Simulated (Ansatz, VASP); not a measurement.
**Two plane-wave programs on Cu**

INCAR

```
PREC = Accurate
ENCUT = 520
EDIFF = 1E-7
ISMEAR = -1
SIGMA = 0.1
LREAL = False
LASPH = True
NELM = 80
ALGO = Normal
ISIF = 2
LWAVE = False
LCHARG = False
GGA = RP
NBANDS = 18
```

The input KPOINTS:

```
regular mesh
0
Gamma
  16 16 8
```

File POSCAR:

```
Cu
1.0
    2.6971696688      0.0000000000      0.0000000000
   -1.3485848344      2.3358174515      0.0000000000
    0.0000000000      0.0000000000      4.4154930361
Cu
2
Direct
    0.3333333333      0.6666666667      0.2500000000
    0.6666666667      0.3333333333      0.7500000000
```

Input for Ansatz:

```yaml
crystal:
  lattice:
    - [2.6971696688, 0.0, 0.0]
    - [-1.3485848344, 2.3358174515, 0.0]
    - [0.0, 0.0, 4.4154930361]
  atoms:
    - { symbol: Cu, position: [0.3333333333, 0.6666666667, 0.25] }
    - { symbol: Cu, position: [0.6666666667, 0.3333333333, 0.75] }
hamiltonian:
  xc: rpbe
  pseudopotentials:
    kind: paw
    azcp:
      Cu: "pseudopotentials/Cu.paw.azcp"
basis:
  ecutwfc: 420
  fft_grid_basis: typed
kpoints:
  mp_grid: { grid: [16, 16, 8], shift: [0, 0, 0] }
magnetization:
  spin_polarized: false
scf:
  occupations: { method: fermi_dirac, width: 0.1 }
  lower_state_search: "off"
output:
  stress: true
  write_density: true
  write_potential: true
  elf: true
  volumetric_format: npy
```

Alike in both runs: task single point; functional RPBE; k mesh 16 × 16 × 8; occupations fermi-dirac, width 0.1 eV; no spin polarisation.

|  | VASP | Ansatz |
| --- | --- | --- |
| version | VASP 6.6.1 | Ansatz 0.2.0 |
| potentials or method | VASP PAW PBE potentials, release 64 (Cu) | plane waves (420 eV) with PAW, scalar-relativistic |
| plane-wave cutoff (eV) | 520 | 420 |
| valence electrons in the cell | 22 | 38 |

Ansatz gave:

* pressure (GPa): -10.4
* largest component of the traceless stress (GPa): 0.09

Which values does VASP return?

Pressure (GPa): -9.9; largest component of the traceless stress (GPa): 0.08.

With one functional, cell and mesh, what is left measures potentials, basis and numerics. The two sets of potentials don't hold the same shells in valence.

Caveats: the PAW data sets were made with another functional, which shifts forces and pressure a little (VASP).
